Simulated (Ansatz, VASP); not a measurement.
P in VASP and in Ansatz

Contents of INCAR:

```
ALGO = Normal ; EDIFF = 1E-7
ENCUT = 520 ; GGA = PE
ISIF = 2 ; ISMEAR = 0
LASPH = T ; LCHARG = T
LELF = T ; LREAL = F
LVHAR = T ; LWAVE = F
NBANDS = 18 ; NELM = 100
PREC = Accurate ; SIGMA = 0.1
```

The input KPOINTS:

```
k-points
0
Gamma
  6 6 4
```

POSCAR

```
P
1.0
    3.5165580100      0.0000000000      0.0000000000
    0.0000000000      3.5165580100      0.0000000000
    0.0000000000      0.0000000000      6.1549685600
P
4
Direct
    0.5000000000      0.0000000000      0.5000000000
    0.0000000000      0.5000000000      0.0000000000
    0.0000000000      0.0000000000      0.7500000000
    0.0000000000      0.0000000000      0.2500000000
```

Input for Ansatz:

```yaml
crystal:
  lattice:
    - [3.51655801, 0.0, 0.0]
    - [0.0, 3.51655801, 0.0]
    - [0.0, 0.0, 6.15496856]
  atoms:
    - { symbol: P, position: [0.5, 0.0, 0.5] }
    - { symbol: P, position: [0.0, 0.5, 0.0] }
    - { symbol: P, position: [0.0, 0.0, 0.75] }
    - { symbol: P, position: [0.0, 0.0, 0.25] }
basis:
  ecutwfc: 420
kpoints:
  mp_grid: { grid: [6, 6, 4] }
hamiltonian:
  xc: pbe
scf:
  occupations: { method: gaussian, width: 0.1 }
  lower_state_search: "off"
output:
  forces: true
  stress: true
  eigenvalues: true
```

Alike in both runs: task single point; functional PBE; k mesh 6 × 6 × 4; occupations gaussian, width 0.1 eV; no spin polarisation.

|  | VASP | Ansatz |
| --- | --- | --- |
| version | VASP 6.6.1 | Ansatz 0.2.0 |
| potentials or method | VASP PAW PBE potentials, release 64 (P) | scalar-relativistic, plane waves, PAW |
| plane-wave cutoff (eV) | 520 | 420 |
| valence electrons in the cell | 20 | 20 |

|  | VASP | Ansatz | Ansatz less VASP |
| --- | --- | --- | --- |
| gap on the k mesh at the Fermi level (eV) | none | none | - |
| pressure (GPa) | -2.9 | -2.7 | +0.20 |
| largest component of the traceless stress (GPa) | 0.46 | 0.52 | +0.060 |

A gap of «none» marks a metal or a gap that the smearing closes.
